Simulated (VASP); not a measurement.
# Ge (Fd-3m) in VASP: notebook, part 2 of 2

VASP 6.6.1. The steps go on from the part before.

## 4. Relaxation of the atoms, PBE+D3(BJ) (a relaxed cell with its volume scaled by 0.94)

INCAR reads:

```
SYSTEM = Ge
  PREC = Accurate
  ENCUT = 600
  EDIFF = 1E-7
  ISMEAR = 0
  SIGMA = 0.03
  LREAL = .FALSE.
  LASPH = .TRUE.
  NELM = 80
  ALGO = Normal
  ISIF = 2
  LWAVE = .FALSE.
  LCHARG = .FALSE.
  GGA = PE
  IVDW = 12
  IBRION = 2
  NSW = 40
  EDIFFG = -0.01
```

KPOINTS reads:

```
Automatic mesh
0
G
  10 10 10
  0 0 0
```

POSCAR reads:

```
Ge                                      
1.0
   -0.0000000000      2.7909875594      2.7909875594
    2.7909875594     -0.0000000000      2.7909875594
    2.7909875594      2.7909875594     -0.0000000000
  Ge            
     2
Direct
     0.0000000000000000    0.0000000000000000    0.0000000000000000
     0.2500000000000000    0.2500000000000000    0.2500000000000000
```

Potentials or basis: VASP PAW PBE potentials, release 64 (Ge_d).

On the command line:

```console
$ cat potpaw_PBE.64/Ge_d/POTCAR > POTCAR
$ mpirun -np 1 vasp_std > vasp.out
```

OUTCAR:

```text
SYSTEM = Ge
   PREC = Accurate
   ENCUT = 600
   EDIFF = 1E-7
   ISMEAR = 0
   LREAL = .FALSE.
   LASPH = .TRUE.
   NELM = 80
   ISIF = 2
   GGA = PE
   IVDW = 12
   IBRION = 2
   NSW = 40
   EDIFFG = -0.01
 IVDW          = 12

 ion  position               nearest neighbor table
   1  0.000  0.000  0.000-   2 2.42   2 2.42   2 2.42   2 2.42
   2  0.250  0.250  0.250-   1 2.42   1 2.42   1 2.42   1 2.42

  LATTYP: Found a face centered cubic cell.
 ALAT       =     5.5819751188

  Lattice vectors:

 A1 = (   0.0000000000,   2.7909875594,   2.7909875594)
 A2 = (   2.7909875594,   0.0000000000,   2.7909875594)
 A3 = (   2.7909875594,   2.7909875594,   0.0000000000)

Analysis of symmetry for initial positions (statically):
=====================================================================
 Subroutine PRICEL returns:
 Original cell was already a primitive cell.

 Routine SETGRP: Setting up the symmetry group for a
 face centered cubic supercell.

 Subroutine GETGRP returns: Found 48 space group operations
 (whereof 24 operations were pure point group operations)
 out of a pool of 48 trial point group operations.

The static configuration has the point symmetry T_d .
 The point group associated with its full space group is O_h .

Analysis of symmetry for dynamics (positions and initial velocities):
=====================================================================
 Subroutine PRICEL returns:
 Original cell was already a primitive cell.

 Routine SETGRP: Setting up the symmetry group for a
 face centered cubic supercell.

 Subroutine GETGRP returns: Found 48 space group operations
 (whereof 24 operations were pure point group operations)
 out of a pool of 48 trial point group operations.

The dynamic configuration has the point symmetry T_d .
[... 115 lines left out ...]
   ISMEAR =     0;   SIGMA  =   0.03  broadening in eV -4-tet -1-fermi 0-gaus
   EFERMI_NEDOS =   21; number of points for ismear=-14 and -15
   IALGO  =     38    algorithm
   IMIX   =      4    mixing-type and parameters
     AMIX     =   0.40;   BMIX     =  1.00
     AMIX_MAG =   1.60;   BMIX_MAG =  1.00
  volume/ion in A,a.u.               =      21.74       146.71
  Fermi-wavevector in a.u.,A,eV,Ry     =   1.413708  2.671520 27.192187  1.998569
  Thomas-Fermi vector in A             =   2.535325
   LORBIT       =      0    0 simple, 1 ext, 2 COOP (PROOUT), +10 PAW based schemes
   GGA     = PE    functional components
   LHFCALC =     F    Hartree Fock is set to
   AEXX    =    0.0000 exact exchange contribution
   IVDW    =    12    specifies the selected vdW correction
   LEPSILON=     F    determine dielectric tensor
   LRPA    =     F    only Hartree local field effects (RPA)
 conjugate gradient relaxation of ions
 non-spin polarized calculation
 Gauss-broadening in eV      SIGMA  =   0.03
  energy-cutoff  :      600.00
  volume of cell :       43.48
 maximum number of plane-waves:      1470
   NGX = 15   NGY = 15   NGZ = 15

 number of electron      27.9999978 magnetization

 Free energy of the ion-electron system (eV)
  ---------------------------------------------------
  ext. energy  EPLUGINS =         0.00000000
  ---------------------------------------------------
  free energy    TOTEN  =        -8.94822341 eV

  energy without entropy =       -8.94822341  energy(sigma->0) =       -8.94822341

 E-fermi :   5.5209     XC(G=0): -10.1182

 val. band max:        5.3965975425   @ k =   0.0000   0.0000   0.0000
 cond. band min:       5.7081493931   @ k =   0.5000   0.0000   0.0000
 fundamental gap:      0.3115518506
 Fermi energy:         5.5208534186

 k-point     1 :       0.0000    0.0000    0.0000
  band No.  band energies     occupation
      1     -19.4809      2.00000
      2     -19.4809      2.00000
      3     -19.4809      2.00000
      4     -19.4415      2.00000
      5     -19.4415      2.00000
      6     -19.2081      2.00000
[... 481 lines left out ...]
      5     -19.3496      2.00000
      6     -19.3220      2.00000
[... 10 lines left out ...]
     17      12.2978      0.00000
     18      12.8297      0.00000

 [... further k-points ...]

------------------------ aborting loop because EDIFF is reached ----------------------------------------

 Edisp (eV)   -0.61960

 E8    (eV) :    -0.2779

  FORCE on cell =-STRESS in cart. coord.  units (eV):
  Direction    XX          YY          ZZ          XY          YZ          ZX
  --------------------------------------------------------------------------------------
  -------------------------------------------------------------------------------------
  Total       1.24016     1.24016     1.24016     0.00000    -0.00000     0.00000
  in kB      45.69677    45.69677    45.69677     0.00000    -0.00000     0.00000
  external pressure =       45.70 kB  Pullay stress =        0.00 kB

 VOLUME and BASIS-vectors are now :
 -----------------------------------------------------------------------------
  energy-cutoff  :      600.00
  volume of cell :       43.48
      direct lattice vectors                 reciprocal lattice vectors
     0.000000000  2.790987559  2.790987559    -0.179148058  0.179148058  0.179148058
     2.790987559  0.000000000  2.790987559     0.179148058 -0.179148058  0.179148058
     2.790987559  2.790987559  0.000000000     0.179148058  0.179148058 -0.179148058

 POSITION                                       TOTAL-FORCE (eV/Angst)
 -----------------------------------------------------------------------------------
      0.00000      0.00000      0.00000         0.000000     -0.000000      0.000000
      1.39549      1.39549      1.39549        -0.000000      0.000000     -0.000000
 -----------------------------------------------------------------------------------
    total drift:                               -0.000000      0.000000      0.000000

  FREE ENERGIE OF THE ION-ELECTRON SYSTEM (eV)
  ---------------------------------------------------
  free  energy   TOTEN  =        -9.5678190824 eV

  energy  without entropy=       -9.5678190824  energy(sigma->0) =       -9.56781908

 reached required accuracy - stopping structural energy minimisation
```

OSZICAR:

```text
N       E                     dE             d eps       ncg     rms          rms(c)
DAV:   1     0.167958419157E+03    0.16796E+03   -0.16662E+04  1766   0.473E+03
DAV:   2     0.125281831392E+02   -0.15543E+03   -0.15303E+03  1692   0.570E+02
DAV:   3    -0.836334367374E+01   -0.20892E+02   -0.20689E+02  1848   0.152E+02
DAV:   4    -0.903756823754E+01   -0.67422E+00   -0.67156E+00  1964   0.315E+01
DAV:   5    -0.904932590936E+01   -0.11758E-01   -0.11754E-01  1918   0.419E+00    0.338E+00
DAV:   6    -0.898136596163E+01    0.67960E-01   -0.27502E-02  1818   0.163E+00    0.201E+00
DAV:   7    -0.894635309221E+01    0.35013E-01   -0.63075E-02  1820   0.232E+00    0.150E-01
DAV:   8    -0.894810480252E+01   -0.17517E-02   -0.62208E-03  1862   0.104E+00    0.439E-02
DAV:   9    -0.894821215118E+01   -0.10735E-03   -0.21758E-04  2008   0.224E-01    0.147E-02
DAV:  10    -0.894822210847E+01   -0.99573E-05   -0.36485E-05  1994   0.927E-02    0.633E-03
DAV:  11    -0.894822338263E+01   -0.12742E-05   -0.60086E-06  2134   0.452E-02    0.125E-03
DAV:  12    -0.894822340653E+01   -0.23900E-07   -0.18353E-07  1422   0.692E-03
   1 F= -.95678191E+01 E0= -.95678191E+01  d E =-.956782E+01
```

It took 34 s on 1 thread of AMD EPYC 7R13 (Zen 3), shared host; peak memory 0.17 GiB.

What came out:

```yaml
Free_energy: -9.5678 eV
Pressure_after_relaxing: 4.6 GPa
Band_gap_on_the_k_mesh: 0.31 eV, indirect (least direct gap 0.41 eV)
Dispersion_energy_per_atom: -0.310 eV
```

Final structure:
```xyz
2
Lattice="0.0000 2.7910 2.7910 2.7910 0.0000 2.7910 2.7910 2.7910 0.0000" Properties=species:S:1:pos:R:3 pbc="T T T"
Ge    0.0000    0.0000    0.0000
Ge    1.3955    1.3955    1.3955
```

Levels at points of the mesh, in eV from the valence-band top:
| k point | band 10 | band 11 | band 12 | band 13 | band 14 | band 15 | band 16 | band 17 | band 18 |
| --- | --- | --- | --- | --- | --- | --- | --- | --- | --- |
| (0.00, 0.00, 0.00) | -24.59 | -13.09 | 0.00 | 0.00 | 0.00 | 0.41 | 2.57 | 2.57 | 2.57 |
| (0.50, 0.00, 0.00) | -24.56 | -10.90 | -7.79 | -1.47 | -1.47 | 0.31 | 3.77 | 3.77 | 7.15 |
| (0.50, 0.50, 0.00) | -24.54 | -9.04 | -9.04 | -3.22 | -3.22 | 0.70 | 0.70 | 9.86 | 9.86 |

Caveat: the relaxation stopped at its first step, so nothing moved.

## 5. Relaxation of the atoms, PBE+D3(BJ) (a relaxed cell with its volume scaled by 0.96)

INCAR is that of step 4.

KPOINTS is that of step 4.

POSCAR reads:

```
Ge                                      
1.0
   -0.0000000000      2.8106430489      2.8106430489
    2.8106430489     -0.0000000000      2.8106430489
    2.8106430489      2.8106430489     -0.0000000000
  Ge            
     2
Direct
     0.0000000000000000    0.0000000000000000    0.0000000000000000
     0.2500000000000000    0.2500000000000000    0.2500000000000000
```

Potentials or basis: VASP PAW PBE potentials, release 64 (Ge_d).

On the command line:

```console
$ cat potpaw_PBE.64/Ge_d/POTCAR > POTCAR
$ mpirun -np 1 vasp_std > vasp.out
```

OUTCAR:

```text
SYSTEM = Ge
   PREC = Accurate
   ENCUT = 600
   EDIFF = 1E-7
   ISMEAR = 0
   LREAL = .FALSE.
   LASPH = .TRUE.
   NELM = 80
   ISIF = 2
   GGA = PE
   IVDW = 12
   IBRION = 2
   NSW = 40
   EDIFFG = -0.01
 IVDW          = 12

 ion  position               nearest neighbor table
   1  0.000  0.000  0.000-   2 2.43   2 2.43   2 2.43   2 2.43
   2  0.250  0.250  0.250-   1 2.43   1 2.43   1 2.43   1 2.43

  LATTYP: Found a face centered cubic cell.
 ALAT       =     5.6212860978

  Lattice vectors:

 A1 = (   0.0000000000,   2.8106430489,   2.8106430489)
 A2 = (   2.8106430489,   0.0000000000,   2.8106430489)
 A3 = (   2.8106430489,   2.8106430489,   0.0000000000)

Analysis of symmetry for initial positions (statically):
=====================================================================
 Subroutine PRICEL returns:
 Original cell was already a primitive cell.

 Routine SETGRP: Setting up the symmetry group for a
 face centered cubic supercell.

 Subroutine GETGRP returns: Found 48 space group operations
 (whereof 24 operations were pure point group operations)
 out of a pool of 48 trial point group operations.

The static configuration has the point symmetry T_d .
 The point group associated with its full space group is O_h .

Analysis of symmetry for dynamics (positions and initial velocities):
=====================================================================
 Subroutine PRICEL returns:
 Original cell was already a primitive cell.

 Routine SETGRP: Setting up the symmetry group for a
 face centered cubic supercell.

 Subroutine GETGRP returns: Found 48 space group operations
 (whereof 24 operations were pure point group operations)
 out of a pool of 48 trial point group operations.

The dynamic configuration has the point symmetry T_d .
[... 115 lines left out ...]
   ISMEAR =     0;   SIGMA  =   0.03  broadening in eV -4-tet -1-fermi 0-gaus
   EFERMI_NEDOS =   21; number of points for ismear=-14 and -15
   IALGO  =     38    algorithm
   IMIX   =      4    mixing-type and parameters
     AMIX     =   0.40;   BMIX     =  1.00
     AMIX_MAG =   1.60;   BMIX_MAG =  1.00
  volume/ion in A,a.u.               =      22.20       149.84
  Fermi-wavevector in a.u.,A,eV,Ry     =   1.403821  2.652838 26.813194  1.970714
  Thomas-Fermi vector in A             =   2.526445
   LORBIT       =      0    0 simple, 1 ext, 2 COOP (PROOUT), +10 PAW based schemes
   GGA     = PE    functional components
   LHFCALC =     F    Hartree Fock is set to
   AEXX    =    0.0000 exact exchange contribution
   IVDW    =    12    specifies the selected vdW correction
   LEPSILON=     F    determine dielectric tensor
   LRPA    =     F    only Hartree local field effects (RPA)
 conjugate gradient relaxation of ions
 non-spin polarized calculation
 Gauss-broadening in eV      SIGMA  =   0.03
  energy-cutoff  :      600.00
  volume of cell :       44.41
 maximum number of plane-waves:      1524
   NGX = 15   NGY = 15   NGZ = 15

 number of electron      27.9999993 magnetization

 Free energy of the ion-electron system (eV)
  ---------------------------------------------------
  ext. energy  EPLUGINS =         0.00000000
  ---------------------------------------------------
  free energy    TOTEN  =        -8.98308894 eV

  energy without entropy =       -8.98308893  energy(sigma->0) =       -8.98308894

 E-fermi :   5.2932     XC(G=0): -10.0170

 val. band max:        5.1842898534   @ k =   0.0000   0.0000   0.0000
 cond. band min:       5.3980085108   @ k =   0.0000   0.0000   0.0000
 fundamental gap:      0.2137186575
 Fermi energy:         5.2932269712

 k-point     1 :       0.0000    0.0000    0.0000
  band No.  band energies     occupation
      1     -19.6597      2.00000
      2     -19.6597      2.00000
      3     -19.6597      2.00000
      4     -19.6220      2.00000
      5     -19.6220      2.00000
      6     -19.4007      2.00000
[... 481 lines left out ...]
      5     -19.5346      2.00000
      6     -19.5092      2.00000
[... 10 lines left out ...]
     17      11.9760      0.00000
     18      12.5140      0.00000

 [... further k-points ...]

------------------------ aborting loop because EDIFF is reached ----------------------------------------

 Edisp (eV)   -0.60626

 E8    (eV) :    -0.2718

  FORCE on cell =-STRESS in cart. coord.  units (eV):
  Direction    XX          YY          ZZ          XY          YZ          ZX
  --------------------------------------------------------------------------------------
  -------------------------------------------------------------------------------------
  Total       0.78356     0.78356     0.78356     0.00000     0.00000     0.00000
  in kB      28.27074    28.27074    28.27074     0.00000     0.00000     0.00000
  external pressure =       28.27 kB  Pullay stress =        0.00 kB

 VOLUME and BASIS-vectors are now :
 -----------------------------------------------------------------------------
  energy-cutoff  :      600.00
  volume of cell :       44.41
      direct lattice vectors                 reciprocal lattice vectors
     0.000000000  2.810643049  2.810643049    -0.177895233  0.177895233  0.177895233
     2.810643049  0.000000000  2.810643049     0.177895233 -0.177895233  0.177895233
     2.810643049  2.810643049  0.000000000     0.177895233  0.177895233 -0.177895233

 POSITION                                       TOTAL-FORCE (eV/Angst)
 -----------------------------------------------------------------------------------
      0.00000      0.00000      0.00000         0.000000      0.000000      0.000000
      1.40532      1.40532      1.40532        -0.000000     -0.000000     -0.000000
 -----------------------------------------------------------------------------------
    total drift:                               -0.000000      0.000000      0.000000

  FREE ENERGIE OF THE ION-ELECTRON SYSTEM (eV)
  ---------------------------------------------------
  free  energy   TOTEN  =        -9.5893446138 eV

  energy  without entropy=       -9.5893446137  energy(sigma->0) =       -9.58934461

 reached required accuracy - stopping structural energy minimisation
```

OSZICAR:

```text
N       E                     dE             d eps       ncg     rms          rms(c)
DAV:   1     0.168747218450E+03    0.16875E+03   -0.16492E+04  1724   0.466E+03
DAV:   2     0.124536105159E+02   -0.15629E+03   -0.15341E+03  1692   0.572E+02
DAV:   3    -0.840528550785E+01   -0.20859E+02   -0.20616E+02  1870   0.152E+02
DAV:   4    -0.906580664356E+01   -0.66052E+00   -0.65856E+00  1920   0.310E+01
DAV:   5    -0.907708673773E+01   -0.11280E-01   -0.11278E-01  1972   0.416E+00    0.328E+00
DAV:   6    -0.901397396453E+01    0.63113E-01   -0.25857E-02  1822   0.167E+00    0.195E+00
DAV:   7    -0.898122566680E+01    0.32748E-01   -0.59430E-02  1858   0.231E+00    0.149E-01
DAV:   8    -0.898297368543E+01   -0.17480E-02   -0.62817E-03  1872   0.109E+00    0.429E-02
DAV:   9    -0.898307343284E+01   -0.99747E-04   -0.22018E-04  2076   0.242E-01    0.151E-02
DAV:  10    -0.898308750510E+01   -0.14072E-04   -0.44959E-05  1884   0.987E-02    0.603E-03
DAV:  11    -0.898308893545E+01   -0.14303E-05   -0.68682E-06  2188   0.507E-02    0.111E-03
DAV:  12    -0.898308893517E+01    0.27921E-09   -0.19002E-07  1330   0.848E-03
   1 F= -.95893446E+01 E0= -.95893446E+01  d E =-.958934E+01
```

Wall time 33 s (1 thread of AMD EPYC 7R13 (Zen 3), shared host); peak memory 0.17 GiB.

What came out:

| Property | Result |
| --- | --- |
| Free energy | -9.5893 eV |
| Pressure after relaxing | 2.8 GPa |
| Band gap on the k mesh | 0.21 eV, direct |
| Dispersion energy per atom | -0.303 eV |

Final structure:
```xyz
2
Lattice="0.0000 2.8106 2.8106 2.8106 0.0000 2.8106 2.8106 2.8106 0.0000" Properties=species:S:1:pos:R:3 pbc="T T T"
Ge    0.0000    0.0000    0.0000
Ge    1.4053    1.4053    1.4053
```

Levels at points of the mesh, in eV from the valence-band top:
```
           k point  band 10  band 11  band 12  band 13  band 14  band 15  band 16  band 17  band 18
(0.00, 0.00, 0.00)   -24.57   -12.92     0.00     0.00     0.00     0.21     2.56     2.56     2.56
(0.50, 0.00, 0.00)   -24.54   -10.78    -7.69    -1.44    -1.44     0.24     3.76     3.76     7.14
(0.50, 0.50, 0.00)   -24.53    -8.96    -8.96    -3.14    -3.14     0.73     0.73     9.68     9.68
```

Caveat: the relaxation stopped at its first step, so nothing moved. A k mesh can miss the band edges.

## 6. Summary

```tsv
task	cell	gap on the mesh (eV)	pressure (GPa)
relaxation of cell and atoms	relaxed	none	0.0
relaxation of the atoms	atoms relaxed from: a relaxed cell with its volume scaled by 0.94	0.31	4.6
relaxation of the atoms	atoms relaxed from: a relaxed cell with its volume scaled by 0.96	0.21	2.8
```

Alike in all rows: level PBE+D3(BJ); potentials or basis VASP PAW PBE potentials, release 64 (Ge_d); no spin polarisation; k mesh 10 × 10 × 10; cutoff (eV) 600; smearing gaussian 0.03 eV.

Caveats: the relaxation stopped at its first step, so nothing moved (some runs); pairwise dispersion overbinds metals, which lowers pressure and volume (some runs); this crystal is a semiconductor, whose small gap the functional closes, so the metal is an error of the method (some runs).

Total energies depend on the potentials used, so only differences within one code and one set of settings carry meaning.
